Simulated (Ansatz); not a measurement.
Al$_{2}$Ru under pressure: fit and missing row

Al$_{2}$Ru, I4/mmm, a = 3.122 Å, c = 8.445 Å. The structure is a Materials Project entry; whether it is the stable form wasn't checked. Ansatz: r2SCAN, PAW, 500 eV, Γ-centred 18×18×18 mesh on 3 atoms, Gaussian smearing 0.10 eV; no spin polarisation. Cell and atoms are relaxed at each pressure, and no other structure is tried, so the rows at high pressure may lie past a change of phase.

```tsv
V (Å³/atom)	P (GPa)
?	90.00
11.413	50.00
12.313	25.00
12.950	11.96
13.435	3.98
13.644	1.00
13.717	0.00
13.793	-1.00
```

Task: Take V0 = 13.717 Å³/atom, fit the third-order Birch–Murnaghan form to the other rows, and predict the missing volume.

Result: With the Eulerian strain f = ½[(V0/V)^(2/3) − 1] and y = P/[3f(1 + 2f)^(5/2)], the form is the line y = B0 + 1.5 B0 (B0′ − 4) f. Rows (f, y): 0.06521, 188.1; 0.03732, 186.5; 0.01955, 185.3; 0.00697, 183.9; 0.00178, 185.6; -0.00184, 182.8. Means f = 0.02150, y = 185.37; Σ(Δf)² = 0.003309, ΣΔfΔy = 0.2141; the slope is their ratio. y = 184.0 + 64.71 f GPa, so B0 = 184.0 GPa and B0′ = 4 + 2 × (64.71)/(3 × 184.0) = 4.23. P = 90.00 GPa is met at f = 0.09990 (y = 190.46), so V = V0 (1 + 2f)^(−3/2) = 10.438 Å³/atom. The run gave 10.429 Å³/atom, so the fit is 0.009 Å³/atom too high, 0.27 % of the span of the series, against an rms of 0.0006 Å³/atom on the fitted rows. The row lies outside the fitted range. The points of y bend away from a line: a fourth-order term fitted to them gives P = 89.99 GPa at this row's volume (the line 90.44, the run 90.00).

The mesh isn't the same in all rows (18×18×18, 20×20×20).